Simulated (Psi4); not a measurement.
# C4H6 (methylenecyclopropane): TPSS/def2-TZVPD (density fitting, sweep point 6)

What is the vertical ionisation energy of C4H6 (methylenecyclopropane) at TPSS/def2-TZVPD (density fitting, sweep point 6)? 

The results are computed with Psi4 1.11.

4 further runs of the same task are left out: 4 set aside as unsound or not needed.

## Step 1: The system as given

The species is C4H6 (10 atoms), meant as a singlet with charge 0. As SMILES, `C=C1CC1`. The shape is that of a PBE0-D4/def2-TZVP optimisation.

Bond lengths: C1–C2 1.314 Å, C2–C3 1.458 Å, C2–C4 1.458 Å, C3–C4 1.528 Å, C1–H5 1.085 Å, C1–H6 1.085 Å, C3–H7 1.085 Å, C3–H8 1.085 Å, C4–H9 1.085 Å, C4–H10 1.085 Å. Some angles: C1–C2–C3 148.4°, C1–C2–C4 148.4°, C3–C2–C4 63.2°, C2–C3–C4 58.4°, C2–C4–C3 58.4°, C2–C1–H5 121.2°, C2–C1–H6 121.2°, C2–C3–H7 118.7°, C2–C3–H8 118.7°, C4–C3–H7 117.7°.

## Step 2: A single-point energy at TPSS/def2-TZVPD (density fitting, sweep point 6)

job.dat

```
memory 1600 mb

molecule m {
  0 1
  C     -1.246550     0.749310    -0.827290
  C     -0.267200     0.160900    -0.177320
  C      0.559730    -1.024530     0.014480
  C      0.756050     0.233700     0.858730
  H     -1.784520     0.237140    -1.617880
  H     -1.546990     1.765000    -0.593050
  H      0.122140    -1.892780     0.496620
  H      1.316520    -1.257730    -0.727620
  H      1.642590     0.831980     0.674530
  H      0.448240     0.197000     1.898790
  symmetry c1
}

set {
  basis                def2-TZVPD
  puream               true
  scf_type             df
  dft_radial_points    99
  dft_spherical_points 590
}

energy('tpss')
```

The run is started by

```
psi4 -n 1 job.dat job.out
```

job.out:

```text
[...]
  Running in c1 symmetry.
[...]
  Nuclear repulsion =  109.841328026257159
[...]
  Multiplicity = 1
[...]
  Nalpha       = 15
  Nbeta        = 15
[...]
    Number of basis functions: 202
[...]
   @DF-RKS iter   1:  -155.47365475955232    6.53463e-02   5.17313e-03 ADIIS/DIIS
[...]
   @DF-RKS iter   9:  -156.05199688675603   -4.92793e-08   2.20631e-07 DIIS
[...]
    Orbital Energies [Eh]
    ---------------------
    Doubly Occupied:
       1A     -9.994251     2A     -9.993306     3A     -9.993217
       4A     -9.979888     5A     -0.806921     6A     -0.664514
       7A     -0.562503     8A     -0.490804     9A     -0.440653
      10A     -0.424271    11A     -0.393847    12A     -0.336729
      13A     -0.275871    14A     -0.258649    15A     -0.232227
[...]
  @DF-RKS Final Energy:  -156.05199688675603
   => Energetics <=
    Nuclear Repulsion Energy =            109.8413280262571590
    One-Electron Energy =                -425.6132810650328793
    Two-Electron Energy =                 183.7224419728999578
    DFT Exchange-Correlation Energy =     -24.0024858208802563
    Empirical Dispersion Energy =           0.0000000000000000
    VV10 Nonlocal Energy =                  0.0000000000000000
    Total Energy =                       -156.0519968867560294
[...]
 Multipole Moments:
 ------------------------------------------------------------------------------------
     Multipole            Electronic (a.u.)      Nuclear  (a.u.)        Total (a.u.)
 ------------------------------------------------------------------------------------
 L = 1.  Multiply by 2.5417464519 to convert [e a0] to [Debye]
 Dipole X            :         -0.2829299            0.4120741            0.1291442
 Dipole Y            :          0.1708069           -0.2484925           -0.0776856
 Dipole Z            :         -0.1877043            0.2734950            0.0857907
 Magnitude           :                                                    0.1734166
[...]
```

Run time: 2.9 min. Hardware: 1 thread of Intel Xeon at 2.70GHz, shared host; peak memory 1.3 GiB.

## Step 3: The doublet cation

job.inp

```
memory 1.6 GB

molecule m {
  1 2
  C     -1.246550     0.749310    -0.827290
  C     -0.267200     0.160900    -0.177320
  C      0.559730    -1.024530     0.014480
  C      0.756050     0.233700     0.858730
  H     -1.784520     0.237140    -1.617880
  H     -1.546990     1.765000    -0.593050
  H      0.122140    -1.892780     0.496620
  H      1.316520    -1.257730    -0.727620
  H      1.642590     0.831980     0.674530
  H      0.448240     0.197000     1.898790
  symmetry c1
}

set globals {
  basis                def2-TZVPD
  reference            uks
  puream               true
  scf_type             df
  dft_radial_points    99
  dft_spherical_points 590
  maxiter              100
}

energy("tpss")
```

The run is started by

```
psi4 job.inp job.out -n 1
```

job.out:

```text
[...]
  Running in c1 symmetry.
[...]
  Nuclear repulsion =  109.841328026257159
[...]
  Multiplicity = 2
[...]
  Nalpha       = 15
  Nbeta        = 14
[...]
    Number of basis functions: 202
[...]
   @DF-UKS iter   1:  -155.34344033082499    1.95561e-01   4.19238e-03 ADIIS/DIIS
[...]
   @DF-UKS iter  10:  -155.69951870575923   -5.13313e-08   2.60143e-07 DIIS
[...]
   @S^2 Observed:                7.530128632E-01
[...]
    Orbital Energies [Eh]
    ---------------------
    Alpha Occupied:
       1A    -10.300655     2A    -10.294674     3A    -10.220266
       4A    -10.220150     5A     -1.066763     6A     -0.962004
       7A     -0.788521     8A     -0.741945     9A     -0.682774
      10A     -0.676124    11A     -0.664257    12A     -0.555224
      13A     -0.540579    14A     -0.509480    15A     -0.506309
    Alpha Virtual:
      16A     -0.309335    17A     -0.165496    18A     -0.147407
      19A     -0.136708    20A     -0.119968    21A     -0.103912
      22A     -0.103569    23A     -0.083889    24A     -0.067097
      25A     -0.055782    26A     -0.055669    27A     -0.042673
[...]
  @DF-UKS Final Energy:  -155.69951870575923
   => Energetics <=
    Nuclear Repulsion Energy =            109.8413280262571590
    One-Electron Energy =                -417.9711619914734229
    Two-Electron Energy =                 176.1524161559446497
    DFT Exchange-Correlation Energy =     -23.7221008964876141
    Empirical Dispersion Energy =           0.0000000000000000
    VV10 Nonlocal Energy =                  0.0000000000000000
    Total Energy =                       -155.6995187057592318
[...]
 Multipole Moments:
 ------------------------------------------------------------------------------------
     Multipole            Electronic (a.u.)      Nuclear  (a.u.)        Total (a.u.)
 ------------------------------------------------------------------------------------
 L = 1.  Multiply by 2.5417464519 to convert [e a0] to [Debye]
 Dipole X            :         -0.8886786            0.4120741           -0.4766045
 Dipole Y            :          0.5349297           -0.2484925            0.2864372
 Dipole Z            :         -0.5897625            0.2734950           -0.3162676
 Magnitude           :                                                    0.6397056
[...]
```

It took 5 min on 1 thread of Intel Xeon at 2.70GHz, shared host; peak memory 1.3 GiB.

## Step 4: What came out

Level: TPSS/def2-TZVPD (density fitting, sweep point 6).

| quantity | value |
| --- | --- |
| singlet C4H6: total energy | -156.05200 Eh |
| singlet C4H6: dipole moment | 0.44 D |
| singlet C4H6: HOMO energy | -6.32 eV |
| singlet C4H6: LUMO energy | -0.74 eV |
| singlet C4H6: HOMO–LUMO gap | 5.58 eV |
| doublet cation: total energy | -155.69952 Eh |
| doublet cation: HOMO energy (highest over α and β) | -13.74 eV |
| doublet cation: LUMO energy (lowest over α and β) | -12.79 eV |
| doublet cation: ⟨S²⟩ | 0.753 |
| vertical ionisation energy (to the doublet cation) | 9.591 eV |

**Reading.** The vertical ionisation energy comes to 9.59 eV (221 kcal/mol). −ε(HOMO) before ionisation, 6.32 eV, is 3.27 eV below this ionisation energy.
